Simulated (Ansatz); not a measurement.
**Run times of several calculations on HfO2**

Cell: 24 atoms, space group Pbca, a = 5.060 Å, b = 10.017 Å, c = 5.228 Å, α = 90.00°, β = 90.00°, γ = 90.00°.

All runs are DFT with Ansatz 0.2.0 on 1 thread of Intel Xeon Platinum 8259CL CPU @ 2.50GHz (Skylake/Cascade Lake) (x86_64; 16 cores open to the job, memory cap 3.0 GiB, no GPU), a shared host.

Task: Rank the runs by wall time, shortest first.
A. single point at relaxed positions, r2SCAN, gradients read without the response of the cores, 500 eV, 4×2×4 k-points, smearing 0.02 eV
B. relaxation of the ions, PBE, gradients read without the response of the cores, 420 eV, 4×2×4 k-points, smearing 0.02 eV
C. single point, PBE, gradients read without the response of the cores, 420 eV, 4×2×4 k-points, smearing 0.02 eV

Result: C (73 s, 1 GiB), A (2.7 min, 1.5 GiB), B (5.6 min, 1.1 GiB).
